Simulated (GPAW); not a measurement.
In, 2 atoms in the cell. The structure is hexagonal, space group P6_3/mmc (No. 194). Conventional cell: a = 3.335 Å, b = 3.335 Å, c = 5.509 Å, α = 90.00°, β = 90.00°, γ = 120.00°. In (site symmetry -6m2) is surrounded by 12 In at 3.34 to 3.36 Å. This isn't the form of In at room conditions, which is tetragonal.

| Property | Result |
| --- | --- |
| Program | GPAW 26.7.0 |
| Task | relaxation of cell and atoms |
| Functional | PBEsol |
| Potentials or basis | PAW data sets generated in the run's folder for this functional |
| Cutoff | 600 eV |
| Basis | pw |
| k mesh | 7 × 7 × 4 |
| Occupations | fermi-dirac, width 0.05 eV |
| Spin | no spin polarisation |
| Target pressure | 10 GPa |
| Maxiter | 150 |
| Optimizer | BFGS |
| Fmax | 0.02 eV/Å |
| Max steps | 60 |
| Target pressure | 10 GPa |
| Convergence | density=1e-05 forces=0.0001 |

Potentials or basis: PAW data sets generated in the run's folder for this functional, pw.

Command:

```sh
$ gpaw-setup -f PBEsol In
$ OMP_NUM_THREADS=1 python run.py
```

Hardware: 1 thread of Arm Neoverse V1, with other jobs on the host.

Task: Estimate the wall time of this run.

Result: Wall time 110 s on 1 thread of Arm Neoverse V1, with other jobs on the host, peak memory 0.27 GiB. Counts: scf iterations 66, plane waves 1798, bands 23, k points 28, ion steps 7.
